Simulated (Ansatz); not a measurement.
MgAl2O4 (spinel, space group No. 227), plane-wave PAW PBEsol (Ansatz code): ε∞ = 3.11, cell volume 133.11 Å³. Infrared-active transverse modes:

```csv
ω_TO (cm⁻¹),oscillator strength S_xx (e²/amu)
295.4,0.08044
469.4,2.529
566.6,0.02217
660.8,0.6960
```

Compute the static dielectric constant.

Each mode adds (4.921e7/V) S/ω²: 0.34, 4.24, 0.03, 0.59. So ε0 = 8.31.

Space group Fd-3m (spinel). The PBEsol relaxation kept the symmetry of its start.

Potentials: the earlier of the program's two PAW sets. The files were generated under PBE; for other functionals the program regenerates the frozen cores, and for LDA and PBEsol the local potential too.
